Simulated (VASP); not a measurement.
# TaN (P6_3/mmc) in VASP: further runs

Runs on TaN. Level: PBEsol. Tasks: single point.

Everything below comes from runs of VASP 6.6.1. Logs are shortened: lines on timing, memory, paths and dates and some standing lists are left out, and cuts for length are marked.

## Step 1: The structure

The structure is hexagonal, space group P6_3/mmc (No. 194). Conventional cell: a = 3.048 Å, b = 3.048 Å, c = 4.918 Å, α = 90.00°, β = 90.00°, γ = 120.00°. Around Ta (site symmetry -3m) lie 6 N at 2.15 Å and 2 Ta at 2.46 Å. N (site symmetry -6m2) is surrounded by 6 Ta at 2.15 Å.

## Step 2: Single point, PBEsol, collinear spin, typed start

The input, INCAR:

```
  PREC = Accurate
  ENCUT = 520
  EDIFF = 1E-6
  ISMEAR = 0
  SIGMA = 0.05
  LREAL = F
  LASPH = T
  NELM = 150
  ALGO = Normal
  ISIF = 2
  LWAVE = F
  LCHARG = T
  ISPIN = 2
  MAGMOM = 2 2 2 2 0 0 0 0
  LORBIT = 11
  LMAXMIX = 4
  GGA = PS
  LELF = T
  LVHAR = T
  NBANDS = 46
```

The input, KPOINTS:

```
regular mesh
0
Gamma
  7 7 2
```

The input, POSCAR:

```
TaN
1.0
    3.0480018400      0.0000000000      0.0000000000
   -1.5240009200      2.6396470300      0.0000000000
    0.0000000000      0.0000000000      9.8359995600
Ta N
4 4
Direct
    0.0000000000      0.0000000000      0.0000000000
    0.0000000000      0.0000000000      0.2500000000
    0.0000000000      0.0000000000      0.5000000000
    0.0000000000      0.0000000000      0.7500000000
    0.3333333333      0.6666666667      0.1250000000
    0.6666666667      0.3333333333      0.3750000000
    0.3333333333      0.6666666667      0.6250000000
    0.6666666667      0.3333333333      0.8750000000
```

Potentials or basis: VASP PAW PBE potentials, release 64 (Ta_pv, N).

The run is started by

```
$ cat potpaw_PBE.64/Ta_pv/POTCAR potpaw_PBE.64/N/POTCAR > POTCAR
$ mpirun -np 1 vasp_std > vasp.out
```

OUTCAR:

```text
PREC = Accurate
   ENCUT = 520
   EDIFF = 1E-6
   ISMEAR = 0
   LREAL = F
   LASPH = T
   NELM = 150
   ISIF = 2
   ISPIN = 2
   LORBIT = 11
   GGA = PS

 ion  position               nearest neighbor table
   1  0.000  0.000  0.000-   5 2.15   8 2.15   8 2.15   5 2.15   8 2.15   5 2.15   2 2.46   4 2.46

   2  0.000  0.000  0.250-   5 2.15   6 2.15   6 2.15   5 2.15   6 2.15   5 2.15   1 2.46   3 2.46

   3  0.000  0.000  0.500-   6 2.15   7 2.15   6 2.15   7 2.15   6 2.15   7 2.15   2 2.46   4 2.46
[... 14 lines left out ...]
 A1 = (   3.0480018400,   0.0000000000,   0.0000000000)
 A2 = (  -1.5240009200,   2.6396470300,   0.0000000000)
 A3 = (   0.0000000000,   0.0000000000,   9.8359995600)

Analysis of symmetry for initial positions (statically):
=====================================================================
 Subroutine PRICEL returns following result:

  LATTYP: Found a hexagonal cell.
 ALAT       =     3.0480018400
 C/A-ratio  =     1.6135160142
[... 12 lines left out ...]
 Subroutine GETGRP returns: Found 24 space group operations
 (whereof 12 operations were pure point group operations)
 out of a pool of 24 trial point group operations.

The static configuration has the point symmetry D_3d.
 The point group associated with its full space group is D_6h.

Analysis of symmetry for dynamics (positions and initial velocities):
=====================================================================
 Subroutine PRICEL returns following result:

  LATTYP: Found a hexagonal cell.
 ALAT       =     3.0480018400
 C/A-ratio  =     1.6135160142
[... 12 lines left out ...]
 Subroutine GETGRP returns: Found 24 space group operations
 (whereof 12 operations were pure point group operations)
 out of a pool of 24 trial point group operations.

The dynamic configuration has the point symmetry D_3d.
 The point group associated with its full space group is D_6h.

Analysis of structural, dynamic, and magnetic symmetry:
=====================================================================
 Subroutine PRICEL returns following result:

  LATTYP: Found a hexagonal cell.
 ALAT       =     3.0480018400
 C/A-ratio  =     1.6135160142
[... 12 lines left out ...]
 Subroutine GETGRP returns: Found 24 space group operations
 (whereof 12 operations were pure point group operations)
 out of a pool of 24 trial point group operations.

The overall configuration has the point symmetry D_3d.
 The point group associated with its full space group is D_6h.

 Subroutine INISYM returns: Found 24 space group operations
 (whereof 12 operations are pure point group operations),
 and found     2 'primitive' translations

----------------------------------------------------------------------------------------

[... 134 lines left out ...]

  energy without entropy =      -88.62292980  energy(sigma->0) =      -88.62599853

 E-fermi :   9.7182     XC(G=0): -13.9052

 val. band max:        9.7100495951   @ k =   0.1429   0.0000   0.0000
 cond. band min:       9.7278144691   @ k =   0.0000   0.0000   0.0000
 fundamental gap:      0.0177648740
 Fermi energy:         9.7182329681

 spin component 1

 k-point     1 :       0.0000    0.0000    0.0000
  band No.  band energies     occupation
      1     -27.4234      1.00000
      2     -26.0336      1.00000
      3     -26.0336      1.00000
      4     -25.5420      1.00000
      5     -25.5420      1.00000
      6     -25.3559      1.00000
[... 741 lines left out ...]
     43      15.1777      0.00000
     44      15.1777      0.00000
 Fermi energy:         9.7182329681

 spin component 2

 k-point     1 :       0.0000    0.0000    0.0000
  band No.  band energies     occupation
      1     -27.4232      1.00000
      2     -26.0334      1.00000
      3     -26.0334      1.00000
      4     -25.5418      1.00000
      5     -25.5418      1.00000
      6     -25.3557      1.00000
[... 741 lines left out ...]
     43      15.1778      0.00000
     44      15.1778      0.00000
 [bands above 44 left out]

------------------------ aborting loop because EDIFF is reached ----------------------------------------

  FORCE on cell =-STRESS in cart. coord.  units (eV):
  Direction    XX          YY          ZZ          XY          YZ          ZX
  --------------------------------------------------------------------------------------
  -------------------------------------------------------------------------------------
  Total       10.5329943     10.5329944     52.9184060     -0.0000000      0.0000000      0.0000000
  in kB      213.2469609    213.2469618   1071.3657367     -0.0000000      0.0000000      0.0000000
  external PRESSURE =     499.2865531 kB  Pullay stress =       0.0000000 kB

 VOLUME and BASIS-vectors are now :
 -----------------------------------------------------------------------------
  energy-cutoff  :      520.00
  volume of cell :       79.14
      direct lattice vectors                 reciprocal lattice vectors
     3.048001840  0.000000000  0.000000000     0.328083791  0.189419265  0.000000000
    -1.524000920  2.639647030  0.000000000     0.000000000  0.378838530  0.000000000
     0.000000000  0.000000000  9.835999560     0.000000000  0.000000000  0.101667349

 POSITION                                       TOTAL-FORCE (eV/Angst)
 -----------------------------------------------------------------------------------
      0.00000      0.00000      0.00000         0.000000     -0.000000     -0.000000
      0.00000      0.00000      2.45900         0.000000     -0.000000     -0.000000
      0.00000      0.00000      4.91800         0.000000     -0.000000     -0.000000
      0.00000      0.00000      7.37700         0.000000     -0.000000     -0.000000
     -0.00000      1.75976      1.22950         0.000000      0.000000     -0.000000
      1.52400      0.87988      3.68850        -0.000000      0.000000      0.000000
     -0.00000      1.75976      6.14750         0.000000     -0.000000      0.000000
      1.52400      0.87988      8.60650        -0.000000      0.000000      0.000000
 -----------------------------------------------------------------------------------
    total drift:                               -0.000000      0.000000      0.000000

  FREE ENERGIE OF THE ION-ELECTRON SYSTEM (eV)
  ---------------------------------------------------
  free  energy   TOTEN  =       -88.6290672480 eV

  energy  without entropy=      -88.6229298035  energy(sigma->0) =      -88.62599853

 total charge

# of ion       s       p       d       tot
------------------------------------------
    1        0.330   6.299   2.728   9.357
    2        0.330   6.299   2.728   9.357
    3        0.330   6.299   2.728   9.357
    4        0.330   6.299   2.728   9.357
    5        1.232   2.572   0.000   3.804
    6        1.232   2.572   0.000   3.804
    7        1.232   2.572   0.000   3.804
    8        1.232   2.572   0.000   3.804
--------------------------------------------------
tot          6.248  35.485  10.912  52.645

 magnetization (x)

# of ion       s       p       d       tot
------------------------------------------
    1        0.000   0.000   0.000   0.000
    2        0.000   0.000   0.000   0.000
    3        0.000   0.000   0.000   0.000
    4        0.000   0.000   0.000   0.000
    5       -0.000  -0.000   0.000  -0.000
    6       -0.000  -0.000   0.000  -0.000
    7       -0.000  -0.000   0.000  -0.000
    8       -0.000  -0.000   0.000  -0.000
--------------------------------------------------
tot          0.000  -0.000   0.000   0.000
```

stdout:

```text
POSCAR found type information on POSCAR TaN
 POSCAR found :  2 types and       8 ions
 scaLAPACK will be used
 -----------------------------------------------------------------------------
|                                                                             |
|                                                                             |
|     You enforced a specific xc type in the INCAR file but a different       |
|     I HOPE YOU KNOW WHAT YOU ARE DOING!                                     |
|                                                                             |
 -----------------------------------------------------------------------------

 LDA part: xc-table for (Slater+PW92), standard interpolation
 POSCAR, INCAR and KPOINTS ok, starting setup
 FFT: planning ... GRIDC
 FFT: planning ... GRID_SOFT
 FFT: planning ... GRID
 WAVECAR not read
 entering main loop
```

It took 2.3 min on 1 thread of Intel Xeon Platinum 8488C (Sapphire Rapids), shared host; peak memory 0.28 GiB.

What came out:

```yaml
Free_energy: -88.6291 eV
Pressure: 49.9 GPa
Band_gap_on_the_k_mesh: none (metal or under the smearing width)
Net_moment: 0.00 μB per cell
Valence_electrons_inside_the_program's_atomic_spheres: Ta 9.36; N 3.80
```

Stress tensor (GPa, compression positive):
```
 21.32   0.00   0.00
  0.00  21.32   0.00
  0.00   0.00 107.14
```

Caveat: a pressure of tens of GPa on the cell as given is suspect, and the run, the potentials or the cell itself is likely at fault; the PAW data sets were made with another functional, which shifts forces and pressure a little. The run has no spin-orbit coupling, so splittings on Ta are missing.

## Step 3: Single point, PBEsol, collinear spin, typed start

The input, INCAR:

```
  PREC = Accurate
  ENCUT = 520
  EDIFF = 1E-6
  ISMEAR = 0
  SIGMA = 0.05
  LREAL = F
  LASPH = T
  NELM = 150
  ALGO = Normal
  ISIF = 2
  LWAVE = F
  LCHARG = F
  ISPIN = 2
  MAGMOM = 2 -2 2 -2 0 0 0 0
  LORBIT = 11
  LMAXMIX = 4
  GGA = PS
  NBANDS = 46
```

The input, KPOINTS:

```
Automatic mesh
0
Gamma
  7 7 2
```

POSCAR is that of step 2.

Potentials or basis: VASP PAW PBE potentials, release 64 (Ta_pv, N).

The run is started by

```
$ cat potpaw_PBE.64/Ta_pv/POTCAR potpaw_PBE.64/N/POTCAR > POTCAR
$ mpirun -np 1 vasp_std > vasp.out
```

Wall time 2.2 min (1 thread of Intel Xeon Platinum 8488C (Sapphire Rapids), shared host); peak memory 0.28 GiB.

The run converged. Its results:

* Free energy: -88.6291 eV
* Pressure: 49.9 GPa
* Band gap on the k mesh: none (metal or under the smearing width)
* Net moment: 0.00 μB per cell
* Valence electrons inside the program's atomic spheres: Ta 9.36; N 3.80

Stress tensor (GPa, compression positive):
```
 21.33   0.00   0.00
  0.00  21.33   0.00
  0.00   0.00 107.12
```

Levels at points of the mesh, in eV from the Fermi level:
Spin up:
```csv
k point,band 28,band 29,band 30,band 31,band 32,band 33,band 34,band 35,band 36,band 37
"(0.00, 0.00, 0.00)",-3.60,-3.58,-1.87,-1.87,-0.64,-0.64,0.01,0.01,0.01,0.01
"(0.00, 0.00, 0.50)",-4.78,-3.02,-3.02,-1.35,-1.35,-1.35,-1.35,0.44,0.44,0.44
```
Spin down:
```csv
k point,band 28,band 29,band 30,band 31,band 32,band 33,band 34,band 35,band 36,band 37
"(0.00, 0.00, 0.00)",-3.60,-3.58,-1.87,-1.87,-0.64,-0.64,0.01,0.01,0.01,0.01
"(0.00, 0.00, 0.50)",-4.78,-3.02,-3.02,-1.35,-1.35,-1.35,-1.35,0.44,0.44,0.44
```

Caveat: a pressure of tens of GPa on the cell as given is suspect, and the run, the potentials or the cell itself is likely at fault; the PAW data sets were made with another functional, which shifts forces and pressure a little. Spin-orbit coupling is left out, which matters for the levels of Ta.
